How far does the band gap of solid nitrogen move when only the treatment of exchange changes? The crystal consists of N₂ molecules, and its atoms stay in the same places for every level of theory. The band gap is the least energy between a filled and an empty state, even if the two differ in wave vector, which says how a state's phase changes from cell to cell. Four results are on the table, and the task is to forecast the other two.

N, 4 atoms in the cell, built as database structure, space group P4_2/mnm (136), conventional a = 3.961, c = 5.133 Å, 20.13 Å³ an atom. Ansatz 0.2.0, plane-wave PAW, no spin polarisation, cell relaxed with r2SCAN+rVV10.

| level of theory | band gap (eV) | least direct gap (eV) |
| --- | --- | --- |
| r2SCAN | 7.493 | 7.734 |
| HSE06 | 9.121 | 9.381 |
| PBE0 | 9.924 | 10.186 |
| LDA | 6.649 | 6.891 |
| LC-wPBE | ? | ? |
| r2SCANh | ? | ? |

**What happens**

LDA and r2SCAN compute exchange from local quantities such as the electron density. In such a description an electron in a filled state is partly repelled by its own charge, which raises its energy. Exact exchange cancels this self-repulsion and pushes filled states down. An empty state has no charge of its own in the density, yet local exchange lowers its energy too. Exact exchange takes away much of this undue attraction, so empty states move up. Both shifts open the gap.

PBE0 and HSE06 both take 25 % of their exchange from the exact expression, but HSE06 does so only at short range. If the percentage alone mattered, their gaps would agree. They differ by 0.80 eV, so exchange between distant points counts as well. Both shifts show in the computed levels: from HSE06 to PBE0 the highest filled state falls by 0.41 eV and the lowest empty state rises by 0.39 eV. Each forecast thus needs two facts about a functional: how much exact exchange it contains, and over what distances.

**From two limits to a formula**

With no exact exchange, the gap is that of the underlying local functional. With exact exchange in full, it has opened by some amount $\Delta$. As long as the electron states hardly change shape, the opening between these limits is proportional to the fraction used.

PBE0 and HSE06 are built on PBE. I take the PBE gap to lie midway between LDA and r2SCAN, at 7.07 eV, which is an assumption. PBE0 lies at 9.92 eV, so a quarter of the exact exchange opens the gap by 2.85 eV, and all of it would give $\Delta \approx 11.4$ eV.

Distance enters through a range parameter $w$, an inverse length: the long-range part of the repulsion begins at separations of about $1/w$. When $w$ is very large, this part includes the whole repulsion and gives the full opening. When $w$ is very small, it varies so slowly that a molecule's charge cloud looks like a point. The self-repulsion is then $2w/\sqrt{\pi}$ hartree, whatever the size of the cloud. In this limit local exchange lowers filled and empty states alike by half that amount. Exact exchange gives the filled state the missing half and takes the other half from the empty state, so the gap opens by the whole.

A simple cloud connects the two limits. Let the distances $r$ between pairs of points in it follow a Gaussian distribution, proportional to $r^2\exp(-m^2r^2)$. Averaging the full repulsion $1/r$ gives $\Delta = 2m/\sqrt{\pi}$ hartree. Averaging its long-range part, $\mathrm{erf}(wr)/r$, gives

$$
\Delta_{\mathrm{long}}(w)=\Delta\,\frac{w}{\sqrt{w^2+m^2}} .
$$

With one hartree at about 27 eV, the full opening fixes $m$ at about 0.37 per bohr. This is an effective constant, not a measured size of the molecule.

HSE06 played no part in setting $m$, so it can serve as a test. For its usual $w$ of roughly 0.11 per bohr, the formula puts PBE0 above HSE06 by 0.81 eV, against 0.80 eV computed. The test supports the point-like limit. It hardly probes the shape of the cloud, which matters more at larger $w$.

**The forecasts**

r2SCANh replaces 10 % of the exchange in r2SCAN. Full exact exchange would put the gap near $7.07+11.41=18.48$ eV, and r2SCANh should go a tenth of the way there from r2SCAN:

$$
7.49+0.10\times(18.48-7.49)=8.59\ \text{eV}.
$$

The forecast is **8.6 ± 0.2 eV**, above r2SCAN and below HSE06.

LC-wPBE uses exact exchange in full at long range and none at short range. Its usual $w$ is roughly 0.40 per bohr, and both range parameters here are recalled standard values. The formula then keeps 73.3 % of the full opening:

$$
7.07+0.733\times11.41=15.43\ \text{eV}.
$$

The forecast is **15.4 ± 1.5 eV**, by far the largest gap of the six but below the estimate for full exact exchange. The bar is wide because a $w$ of 0.30 per bohr would lower the result to 14.2 eV. It also allows for the assumed PBE gap, the idealised cloud and the mesh of wave vectors, to which long-range exchange is sensitive. Both bars are judgements, not statistical errors.

The withheld rows as computed:

| level of theory | band gap (eV) | least direct gap (eV) |
| --- | --- | --- |
| LC-wPBE | 15.384 | 15.685 |
| r2SCANh | 8.631 | 8.882 |

**How the forecasts fared**

Both gaps fall within their ranges and in the expected order. The r2SCANh forecast is 0.04 eV too low, a small miss beside the computed rise of 1.14 eV above r2SCAN. The hit agrees with the proportional rule but is no sharp test of it: putting the PBE gap at the LDA or the r2SCAN value would move this forecast to 8.7 or 8.5 eV.

The LC-wPBE forecast is 0.05 eV too high. That is closer than the model deserves, because putting the PBE gap at the LDA or the r2SCAN value moves the forecast between 15.6 and 15.1 eV. It moves so little because two effects oppose each other: a higher starting gap leaves a smaller opening to be added. The agreement supports the picture of long-range exchange, but it does not confirm the Gaussian shape or the value of $m$. The runs also use two different meshes of wave vectors, and their convergence is not shown, so the exact size of such small misses means little.

The direct gap, between states of the same wave vector, offers another clue. It exceeds the band gap by only 0.24 to 0.30 eV in all six rows, while the band gap itself more than doubles from LDA to LC-wPBE. For r2SCAN, HSE06, PBE0 and LC-wPBE both gaps end at the same empty state, so the difference between them is the step in energy of the highest filled state between two wave vectors. Exact exchange changes this step very little compared with the gap itself. That fits a self-repulsion that arises within each molecule.

**What to do about it**

Before comparing hybrid gaps for this crystal, write down the local functional each one is built on, the fraction of exact exchange at short range, the fraction at long range and the range parameter. The percentage in a functional's description is not enough: PBE0 and HSE06 share it and still disagree. For LC-wPBE the range parameter deserves the closest check, since the model's gap falls by about 1.2 eV when $w$ goes from 0.40 to 0.30 per bohr.

Then decide which measurement the gap is meant to match. One choice is the energy to remove an electron from one place in the solid and add one at another place far away. Light absorption is expected to start at a lower energy, because the excited electron can stay bound to the hole it leaves behind. A gap from r2SCANh or HSE06 that lies near the start of absorption is therefore no sign of accuracy: it leaves out this binding and is too small as a gap for separate charges. LC-wPBE can err the other way, because its full long-range exchange takes no account of how the surrounding molecules weaken the repulsion.

The output below lists the forecasts, their sensitivity to the assumptions and the misses.

Output of the analysis:

```
r2SCAN less LDA [eV]: 0.844
PBE0 less HSE06 computed [eV]: 0.803
PBE0 less HSE06 from the model [eV]: 0.8097
Same difference in the small-range-parameter limit [eV]: 0.8444
Stand-in for the missing PBE gap [eV]: 7.071
Estimated opening by full exact exchange [eV]: 11.41
Estimated gap with full exact exchange [eV]: 18.48
Share of the opening kept by LC-wPBE in the model [%]: 73.26
r2SCANh forecast with error bar 0.2 eV [eV]: 8.592
r2SCANh forecast if LDA replaces the stand-in [eV]: 8.719
r2SCANh forecast if r2SCAN replaces the stand-in [eV]: 8.465
LC-wPBE forecast with error bar 1.5 eV [eV]: 15.43
LC-wPBE forecast if LDA replaces the stand-in [eV]: 15.61
LC-wPBE forecast if r2SCAN replaces the stand-in [eV]: 15.12
LC-wPBE forecast if its range parameter were 0.30 per bohr [eV]: 14.24
r2SCANh computed gap [eV]: 8.631
r2SCANh miss as forecast less computed [eV]: -0.039
r2SCANh computed less r2SCAN [eV]: 1.138
LC-wPBE computed gap [eV]: 15.38
LC-wPBE miss as forecast less computed [eV]: 0.04714
Direct and indirect gaps:
      row  band gap [eV]  direct less band gap [eV]
   r2SCAN          7.493                      0.241
    HSE06          9.121                       0.26
     PBE0          9.924                      0.262
      LDA          6.649                      0.242
  LC-wPBE          15.38                      0.301
  r2SCANh          8.631                      0.251
```
